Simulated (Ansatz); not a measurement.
# HfGe2As4 monolayer in a perpendicular field

What dipole does a perpendicular field induce in the HfGe2As4 monolayer? A positive field points along +c.

Program: Ansatz 0.2.0. Level of theory: plane-wave DFT, PBE-D3(BJ), Ansatz PAW (set soft_1); PAW set soft_1. Results are calculated unless marked as measured.

## Step 1: The starting structure

The cell holds 7 atoms: 4 As, 2 Ge and 1 Hf. Cell: a = 3.730 Å, b = 3.730 Å, c = 50.570 Å, α = 90.0°, β = 90.0°, γ = 120.0°. Vacuum lies along c.

## Step 2: Relaxation

The starting cell is a guess, so the in-plane lattice and the atoms are relaxed first, with the slab cut off from its images along the normal.

Contents of input.yaml:

```yaml
crystal:
  lattice:
    - [3.73, 0.0, 0.0]
    - [-1.865, 3.2302747561, 0.0]
    - [0.0, 0.0, 50.5703425596]
  atoms:
    - { symbol: As, position: [0.0, 0.0, 0.4033984934] }
    - { symbol: Ge, position: [0.3333333333, 0.6666666667, 0.4204638049] }
    - { symbol: As, position: [0.3333333333, 0.6666666667, 0.4663404963] }
    - { symbol: Hf, position: [0.0, 0.0, 0.5] }
    - { symbol: As, position: [0.3333333333, 0.6666666667, 0.5336595037] }
    - { symbol: Ge, position: [0.3333333333, 0.6666666667, 0.5795361951] }
    - { symbol: As, position: [0.0, 0.0, 0.5966015066] }
  periodic: [true, true, false]
kpoints:
  mp_grid: { grid: [12, 12, 1] }
hamiltonian:
  xc: pbe
  dispersion: d3bj
  pseudopotentials: { kind: paw, azcp: { folder: soft_1 } }
scf:
  occupations: { method: fermi_dirac, width: 0.05 }
  convergence: { dr2_threshold: 1.0e-09 }
relax:
  f_tol: 0.004
  max_steps: 90
  cell: {}
output:
  write_potential: true
  write_density: true
  volumetric_format: npy
```

The run is started by

```bash
$ ansatz run input.yaml --threads 4 --pin off --max-ram 6144MiB --backend cpu --events-out ev --progress --plain --runs-dir out
```

Numbers of over 12 decimals in the logs are rounded to 6 here.

The program printed:

```text
Warning: relax.cell: scf.convergence.dr2_threshold = 1e-9 eV is looser than the 1.79089305052e-10 eV advised for a relaxation that steers and ends on the stress (1e-10 eV for each atom of the cell: 7, times the square of relax.cell.stress_2d_tol = 0.05 N/m over 19.8 Å (the atoms' height at the walk's start and 5 Å past either face), 2.529e-2 GPa, over a crystal's default 0.05). What an SCF threshold leaves in a stress goes as its square root, and in the free energy as the threshold itself, and one threshold admits the most on a small cell: [figures from the program's tests cut] Set scf.convergence.dr2_threshold to 1.79089305052e-10 eV or tighter. [rest of the remark cut]
Engine: ansatz 0.2.0, aarch64-unknown-linux-gnu
Pseudopotentials: kind: paw
Pseudopotential: As, paw, valence charge 15, recommended cutoff 420 eV (normal), soft_1/As.paw.azcp
Pseudopotential: Ge, paw, valence charge 14, recommended cutoff 420 eV (normal), soft_1/Ge.paw.azcp
Pseudopotential: Hf, paw, valence charge 26, recommended cutoff 420 eV (normal), soft_1/Hf.paw.azcp
Functional definition: PBE
  parameter kappa = 0.804
  parameter beta = 0.066725
  exchange = pbe_x(kappa = kappa, mu = beta*pi^2/3)
  correlation = pbe_c(beta = beta)
Crystal: 7 atoms, lattice volume = 609.318 Å³
Basis set: ecut = 420 eV, 11941 PW (Γ), exchange–correlation on 50×50×720 points (8 copies of the dense FFT grid, shifted against one another)
Bands: 69, of which v1, the nominal top of the filled ones, is band 57 counted from 1 (56 counted from 0)
Symmetry: 12 space group operations
Space group: P-6m2 (ITA 187), of the structure as read, at distance tolerance 8.5e-5 Å
k-points: 19 of 144 (time reversal used)
Non-local potential: As, projectors of the file, l = 0: 2, l = 1: 2, l = 2: 3, l = 3: 1
Non-local potential: Ge, projectors of the file, l = 0: 2, l = 1: 2, l = 2: 3, l = 3: 1
Non-local potential: Hf, projectors of the file, l = 0: 3, l = 1: 2, l = 2: 2, l = 3: 3
PAW form: soft (Blöchl's): semilocal exchange-correlation on the pseudo side does not see the compensation charge
PAW one-centre angular grid: As, 590 points (default); XC on 64 Gauss nodes
PAW one-centre angular grid: Ge, 590 points (default); XC on 64 Gauss nodes
PAW one-centre angular grid: Hf, 590 points (default); XC on 64 Gauss nodes
Initial density: superposition of atomic densities (neutral atoms: chi_scale 0, normalization atom)
Initial wavefunctions: pseudopotential atomic-orbital guess
Functional: x = pbe(κ = 0.804, μ = 0.219515), c = pbe(β = 0.066725)
SCF iter   1: F=—  HF=-43740.010650 eV  |F-HF|=—  |Δ(HF+E_count)|=         —  Δρ=2.03e-2  dr2=4.35e0  ethr=3.10e-3  ⟨swp⟩=9.7  Hψ=6277  notcnv=0  defer=26
preconditioner: auto → LDOS  [metal: Δε(μ)=0.096 eV  Ē_g=11.003 eV  σ=0.050 eV  W_gap=0.43  n_scr=98 (ndim 8)  ℏωp=10.2 eV  f_vac=0.731  D(μ)=0.90/eV (n_scr^D=8)  β→1.0]
SCF iter   2: F=—  HF=-43740.358253 eV  |F-HF|=—  |Δ(HF+E_count)|=   3.48e-1  Δρ=1.34e-2  dr2=1.69e1  ethr=3.10e-3  ⟨swp⟩=4.6  Hψ=2815  notcnv=0  defer=94  recentre
SCF iter   3: F=—  HF=-43739.255194 eV  |F-HF|=—  |Δ(HF+E_count)|=    1.10e0  Δρ=7.23e-3  dr2=7.93e-1  ethr=3.10e-3  ⟨swp⟩=4.7  Hψ=2771  notcnv=0  defer=67
SCF iter   4: F=—  HF=-43739.156579 eV  |F-HF|=—  |Δ(HF+E_count)|=   9.86e-2  Δρ=1.65e-3  dr2=9.45e-2  ethr=6.95e-4  ⟨swp⟩=3.9  Hψ=2347  notcnv=0  defer=73
SCF iter   5: F=—  HF=-43739.134397 eV  |F-HF|=—  |Δ(HF+E_count)|=   2.22e-2  Δρ=4.86e-4  dr2=1.11e-2  ethr=8.29e-5  ⟨swp⟩=3.6  Hψ=2378  notcnv=0  defer=73
SCF iter   6: F=—  HF=-43739.133844 eV  |F-HF|=—  |Δ(HF+E_count)|=   5.54e-4  Δρ=1.20e-4  dr2=3.81e-4  ethr=9.73e-6  ⟨swp⟩=3.1  Hψ=2244  notcnv=0  defer=73
SCF iter   7: F=—  HF=-43739.133835 eV  |F-HF|=—  |Δ(HF+E_count)|=   8.47e-6  Δρ=4.19e-5  dr2=1.27e-5  ethr=3.34e-7  ⟨swp⟩=3.1  Hψ=2268  notcnv=0  defer=73
SCF iter   8: F=—  HF=-43739.133835 eV  |F-HF|=—  |Δ(HF+E_count)|=   2.52e-8  Δρ=1.42e-5  dr2=1.86e-6  ethr=1.11e-8  ⟨swp⟩=3.1  Hψ=2604  notcnv=0  defer=73
SCF iter   9: F=—  HF=-43739.133858 eV  |F-HF|=—  |Δ(HF+E_count)|=   2.34e-5  Δρ=5.70e-6  dr2=2.26e-7  ethr=1.63e-9  ⟨swp⟩=3.0  Hψ=2887  notcnv=0  defer=73
SCF iter  10: F=—  HF=-43739.133859 eV  |F-HF|=—  |Δ(HF+E_count)|=   2.24e-7  Δρ=1.83e-6  dr2=1.82e-8  ethr=1.98e-10  ⟨swp⟩=3.1  Hψ=2466  notcnv=0  defer=73
SCF iter  11: F=—  HF=-43739.133859 eV  |F-HF|=—  |Δ(HF+E_count)|=   4.16e-8  Δρ=7.82e-7  dr2=4.07e-9  ethr=1.59e-11  ⟨swp⟩=3.1  Hψ=2760  notcnv=0  defer=73
SCF iter  12: F=-43739.133859 eV  HF=-43739.133859 eV  |F-HF|=3.83e-9  |Δ(HF+E_count)|=   7.07e-9  Δρ=3.01e-7  dr2=7.76e-10  ethr=1.00e-12  ⟨swp⟩=11.2  Hψ=9620  notcnv=0
SCF 1 converged in 12 iterations: F = -43739.133859 eV  dr2 = 7.76e-10
  greatest PAW one-centre occupation: 0.999 electrons in one spin orbital (limit 2), on the As atom at site 6 (counted from 0), in its partial waves of l = 2
relax step   1: F+E_penalty+E_count = -43739.13385875 eV  Δ(F+E_penalty+E_count) = +0.000e0 eV  max|allowed force component| = 2.793e0 eV/Å  Δτ_max = 0.0000 Å  P = +7.633 N/m  Ω = 609.318 Å³  fix = [c, alpha, beta]  reactions: c +0.000 N/m  (12 SCF iters, accepted)
Crystal: 7 atoms, lattice volume = 609.671 Å³
Initial density: handed on by an earlier stage of this run
Initial wavefunctions: those handed on with the density
iter 1 solved again at ethr=4.05e-4 eV; its pass at ethr=3.10e-3 eV (dr2=4.61e-1 eV) is discarded
SCF iter   1: F=—  HF=-43740.285300 eV  |F-HF|=—  |Δ(HF+E_count)|=         —  Δρ=7.11e-3  dr2=4.65e-1  ethr=4.05e-4  ⟨swp⟩=5.2  Hψ=6498  notcnv=0
preconditioner: auto → LDOS  [metal: Δε(μ)=0.034 eV  Ē_g=10.878 eV  σ=0.050 eV  W_gap=0.17  n_scr=98 (ndim 8)  ℏωp=10.2 eV  f_vac=0.731  D(μ)=1.41/eV (n_scr^D=10)  β→1.0]
SCF iter   2: F=—  HF=-43740.263108 eV  |F-HF|=—  |Δ(HF+E_count)|=   2.22e-2  Δρ=4.18e-3  dr2=3.40e-1  ethr=4.05e-4  ⟨swp⟩=6.6  Hψ=3710  notcnv=0  defer=14
SCF iter   3: F=—  HF=-43740.184133 eV  |F-HF|=—  |Δ(HF+E_count)|=   7.90e-2  Δρ=9.31e-4  dr2=1.33e-2  ethr=2.98e-4  ⟨swp⟩=4.2  Hψ=2514  notcnv=0  defer=83
SCF iter   4: F=—  HF=-43740.181987 eV  |F-HF|=—  |Δ(HF+E_count)|=   2.15e-3  Δρ=2.93e-4  dr2=2.72e-3  ethr=1.17e-5  ⟨swp⟩=3.3  Hψ=2292  notcnv=0  defer=83
SCF iter   5: F=—  HF=-43740.181783 eV  |F-HF|=—  |Δ(HF+E_count)|=   2.04e-4  Δρ=1.49e-4  dr2=7.08e-4  ethr=2.38e-6  ⟨swp⟩=2.9  Hψ=1735  notcnv=0  defer=83
SCF iter   6: F=—  HF=-43740.181750 eV  |F-HF|=—  |Δ(HF+E_count)|=   3.35e-5  Δρ=6.43e-5  dr2=6.93e-5  ethr=6.21e-7  ⟨swp⟩=3.2  Hψ=2028  notcnv=0  defer=83
[...]
SCF iter   8: F=—  HF=-43740.294807 eV  |F-HF|=—  |Δ(HF+E_count)|=   1.27e-7  Δρ=1.92e-6  dr2=3.07e-8  ethr=1.46e-10  ⟨swp⟩=3.1  Hψ=2672  notcnv=0  defer=16
SCF iter   9: F=—  HF=-43740.294807 eV  |F-HF|=—  |Δ(HF+E_count)|=   3.53e-8  Δρ=5.88e-7  dr2=3.27e-9  ethr=2.70e-11  ⟨swp⟩=3.7  Hψ=2786  notcnv=0  defer=16
SCF iter  10: F=-43740.294807 eV  HF=-43740.294807 eV  |F-HF|=2.34e-9  |Δ(HF+E_count)|=   4.42e-9  Δρ=2.00e-7  dr2=2.36e-10  ethr=1.00e-12  ⟨swp⟩=10.9  Hψ=9208  notcnv=0
SCF 3 converged in 10 iterations: F = -43740.294807 eV  dr2 = 2.36e-10
relax step   3: F+E_penalty+E_count = -43740.29480743 eV  Δ(F+E_penalty+E_count) = -1.130e-1 eV  max|allowed force component| = 1.020e-1 eV/Å  Δτ_max = 0.0602 Å  P = +1.665 N/m  Ω = 626.484 Å³  energy of the carried Pulay correction = -1.063e-3 eV  fix = [c, alpha, beta]  reactions: c +0.000 N/m  (10 SCF iters, accepted)
[...]
relax step   4: F+E_penalty+E_count = -43740.30631657 eV  Δ(F+E_penalty+E_count) = -1.151e-2 eV  max|allowed force component| = 5.307e-2 eV/Å  Δτ_max = 0.0264 Å  P = -0.010 N/m  Ω = 639.135 Å³  energy of the carried Pulay correction = -1.828e-3 eV  fix = [c, alpha, beta]  reactions: c -0.000 N/m  (9 SCF iters, accepted)
[...]
relax step   5: F+E_penalty+E_count = -43740.30688951 eV  Δ(F+E_penalty+E_count) = -5.729e-4 eV  max|allowed force component| = 7.217e-3 eV/Å  Δτ_max = 0.0131 Å  P = -0.007 N/m  Ω = 638.058 Å³  energy of the carried Pulay correction = -1.764e-3 eV  fix = [c, alpha, beta]  reactions: c -0.000 N/m  (8 SCF iters, accepted)
[...]
relax step   6: F+E_penalty+E_count = -43740.30689086 eV  Δ(F+E_penalty+E_count) = -1.351e-6 eV  max|allowed force component| = 1.964e-3 eV/Å  Δτ_max = 0.0007 Å  P = +0.003 N/m  Ω = 638.123 Å³  energy of the carried Pulay correction = -1.768e-3 eV  fix = [c, alpha, beta]  reactions: c +0.000 N/m  (6 SCF iters, accepted)
Basis set: ecut = 420 eV, 12481 PW (Γ), exchange–correlation on 54×54×720 points (8 copies of the dense FFT grid, shifted against one another)
Initial wavefunctions: pseudopotential atomic-orbital guess (no wavefunctions were taken with the density)
iter 1 solved again at ethr=2.83e-7 eV; its pass at ethr=3.10e-3 eV (dr2=3.22e-4 eV) is discarded
SCF iter   1: F=—  HF=-43740.306212 eV  |F-HF|=—  |Δ(HF+E_count)|=         —  Δρ=1.00e-4  dr2=2.03e-6  ethr=2.83e-7  ⟨swp⟩=6.6  Hψ=11458  notcnv=0
preconditioner: auto → LDOS  [metal: Δε(μ)=0.102 eV  Ē_g=10.691 eV  σ=0.050 eV  W_gap=0.47  n_scr=110 (ndim 8)  ℏωp=10.0 eV  f_vac=0.730  D(μ)=1.06/eV (n_scr^D=8)  β→1.0]
SCF iter   2: F=—  HF=-43740.308791 eV  |F-HF|=—  |Δ(HF+E_count)|=   2.58e-3  Δρ=1.56e-5  dr2=1.13e-6  ethr=1.78e-9  ⟨swp⟩=4.1  Hψ=3620  notcnv=0
SCF iter   3: F=—  HF=-43740.308789 eV  |F-HF|=—  |Δ(HF+E_count)|=   1.56e-6  Δρ=9.55e-6  dr2=6.12e-7  ethr=9.94e-10  ⟨swp⟩=3.8  Hψ=2894  notcnv=0
SCF iter   4: F=—  HF=-43740.308789 eV  |F-HF|=—  |Δ(HF+E_count)|=   5.11e-7  Δρ=1.87e-6  dr2=1.68e-8  ethr=5.37e-10  ⟨swp⟩=3.2  Hψ=2749  notcnv=0
SCF iter   5: F=-43740.308789 eV  HF=-43740.308789 eV  |F-HF|=1.83e-7  |Δ(HF+E_count)|=   1.25e-7  Δρ=3.07e-7  dr2=9.24e-10  ethr=1.00e-12  ⟨swp⟩=15.7  Hψ=13106  notcnv=0
SCF 7 converged in 5 iterations: F = -43740.308789 eV  dr2 = 9.24e-10
relax step   7: F+E_penalty+E_count = -43740.30878883 eV  Δ(F+E_penalty+E_count) = -1.898e-3 eV  max|allowed force component| = 1.746e-3 eV/Å  Δτ_max = 0.0000 Å  P = +0.013 N/m  Ω = 638.123 Å³  fix = [c, alpha, beta]  reactions: c +0.000 N/m  stress off target by 1.27e-2 N/m on what of the cell is left free  SCF on the basis re-selected at this cell (its energy is not comparable with the rows above)  (5 SCF iters)
basis re-selected at this cell: Δ(F+E_penalty+E_count) = -1.898e-3 eV, ΔP = +0.010 N/m vs the last step (what re-selecting the basis moved, of the pressure what is left beyond the Pulay correction that the steps carried, after the strain that the cell walked since its last selection, with what the two solves' SCF thresholds leave and, on support functions, any second-order correction that the steps lacked; it is no measure of the basis error at this ecutwfc). The dense FFT grid was sized anew with the basis: this SCF ran on 27×27×360 points, the steps before it on 25×25×360, so part of this shift can come from that change (see relax.cell in the input reference). [rest of the remark cut]
WARN: The input density's exchange-correlation potential varies sharply where the density is thin. Do not read a vacuum level from v_tot or v_xc, or from such a field of the output density. On a cell that repeats whose density bears no net charge and no dipole along the vacuum's axis use v_es (v_loc + v_h of the components); under efield.dipole_correction with no amplitude use v_es + v_field, which holds any external [...]
SCF converged after 5 iterations
Free energy (F): -43740.308789 eV
Harris-Foulkes:  -43740.308789 eV  (|F-HF|=1.83e-7)
Internal energy: -43740.300210 eV  (E = F + TS)
E sigma→0 (E₀):  -43740.304500 eV
Entropy (-TS):   -0.008579 eV (-1.226 meV/atom)
Fermi energy:    -4.978555 eV
--- Per-component energies (eV) ---
  E_band       = -3096.218606
  E_kinetic    = 981.636994
  E_local      = -835833.659655  (includes V_loc(G=0)·N_el)
  E_nonlocal   = -1077.680854
  E_hartree    = 417301.111315
  E_xc         = -690.200667
  E_vxc        = -678.276221  (∫ρ·V_xc dr)
  E_paw        = -19777.536975  (= ΣΔE_a)
  E_vpaw       = -1090.468788  (= ΣTr[D̂ρ^β])
  E_aug_tail   = 0.000053  (compensation charges beyond the density's cutoff)
  E_ewald      = 395358.183036
  E_disp       = -2.153456  (pairwise vdW)
  E_smearing   = -0.008579  (= −TS)
  E_closure    = -0.000000  (closes the sum)
  Σ components = -43740.308789   (vs F -43740.308789, Δ=0.00e0)
--- Forces (eV/Å), atoms counted from 1 ---
  atom   1  As     0.00000000     0.00000000     0.00001534
  atom   2  Ge     0.00000000    -0.00000000     0.00174595
  atom   3  As    -0.00000000    -0.00000000    -0.00151036
  atom   4  Hf    -0.00000000    -0.00000000    -0.00000000
  atom   5  As    -0.00000000    -0.00000000     0.00151036
  atom   6  Ge     0.00000000    -0.00000000    -0.00174595
  atom   7  As     0.00000000     0.00000000    -0.00001534
  max |Σ_I F_I| component: 2.60e-16 eV/Å
--- 2D stress c σ (N/m, compression-positive) ---
        0.012684      -0.000000       0.000000
       -0.000000       0.012684       0.000000
        0.000000       0.000000       0.000000
  P = ½ c Tr σ = 0.0127 N/m
--- Band table (eV; the first three rows and the last of 19) ---
  k-point 0: bands = [... 53 lower, -5.5871, -5.5871, -4.8980, -4.8980, -4.3413, -3.8444, -3.2473, -1.8633, ... 8 higher]
  k-point 1: bands = [... 53 lower, -5.7252, -5.7005, -5.0993, -5.0257, -4.0566, -3.1880, -2.9574, -1.9686, ... 8 higher]
  k-point 2: bands = [... 53 lower, -5.9089, -5.8518, -5.5403, -5.3317, -4.1076, -2.9396, -2.9347, -1.9511, ... 8 higher]
  k-point 18: bands = [... 53 lower, -7.5131, -7.2149, -6.4571, -5.6088, -3.6055, -3.5350, -2.6736, -2.3645, ... 8 higher]
  the weakly bound empty levels are not read free of the cell's end (no_gap_told)
--- Relaxed structure (6 steps of the walk, 6 accepted, 1 SCFs on fresh bases) ---
  F+E_penalty+E_count = -43740.30878883 eV   max|allowed force component| = 1.746e-3 eV/Å   (the final SCF, on the basis selected at the relaxed cell)
  cell:  # Å, volume = 638.1227 Å³
    - [3.817147, 0, 0]
    - [-1.908573, 3.305746, 0]
    - [0, 0, 50.5703425596]
  atoms:
    - { symbol: As, position: [1.1539789047224392e-17, -5.1357255561990646e-17, 0.399547] }
    - { symbol: Ge, position: [0.333333, 0.666667, 0.421808] }
    - { symbol: As, position: [0.333333, 0.666667, 0.469744] }
    - { symbol: Hf, position: [1.0573552618554996e-17, -5.1357255561990634e-17, 0.5] }
    - { symbol: As, position: [0.333333, 0.666667, 0.530256] }
    - { symbol: Ge, position: [0.333333, 0.666667, 0.578192] }
    - { symbol: As, position: [9.607316189885588e-18, -5.1357255561990646e-17, 0.600453] }
```

Elapsed: 3.3 min, on 4 threads of Arm Neoverse V1, shared host; peak memory 1.6 GiB; 13 min of CPU time.

The steps of the relaxation:

| step | energy less that of the first step (eV) | largest force component (eV/Å) | volume (Å³) |
| --- | --- | --- | --- |
| 1 | 0.0000 | 2.7930 | 609.32 |
| 2 | -1.0479 | 0.5752 | 609.67 |
| 3 | -1.1609 | 0.1020 | 626.48 |
| 4 | -1.1725 | 0.0531 | 639.14 |
| 5 | -1.1730 | 0.0072 | 638.06 |
| 6 | -1.1730 | 0.0020 | 638.12 |
| 7* | -1.1749 | 0.0017 | 638.12 |

Relaxation steps marked * repeat the geometry before them on a plane-wave basis chosen anew for their cell, so energy and pressure can jump there.

The run keeps the 12 symmetry operations that it works with, so distortions that break them were not tested.

```
cell as run  before  after  change
      a (Å)   3.730  3.817  +2.3 %
      b (Å)   3.730  3.817  +2.3 %
```

The atoms that moved most (Å, along periodic axes as changes of fractional coordinates times the final cell, across vacuum about the mean position):

| atom | dx | dy | dz | length |
| --- | --- | --- | --- | --- |
| As1 | 0.000 | 0.000 | -0.195 | 0.195 |
| As7 | 0.000 | 0.000 | 0.195 | 0.195 |
| As3 | 0.000 | 0.000 | 0.172 | 0.172 |
| As5 | 0.000 | 0.000 | -0.172 | 0.172 |
| Ge6 | 0.000 | 0.000 | -0.068 | 0.068 |
| Ge2 | 0.000 | 0.000 | 0.068 | 0.068 |

This step gave:

```yaml
energy_at_zero_smearing: -43740.3045 eV
```

The lattice constant a goes from 3.730 to 3.817 Å.

(Continued in part 2 of 2.)

[Logs are printed without paths, hosts, clocks, repeated set-up lines and the standing remarks that a program may print on its own settings, such as how far it seeks lower states.]

[Hosts, paths, dates, database ids (printed as entryN), source tags and the programs' standing remarks are cut or masked in the printed files.]

[Maps of the electrostatic potential energy from Ansatz leave out the sawtooth potential of an applied field or a dipole correction, so their vacuum need not be flat; planar profiles and work functions include it.]
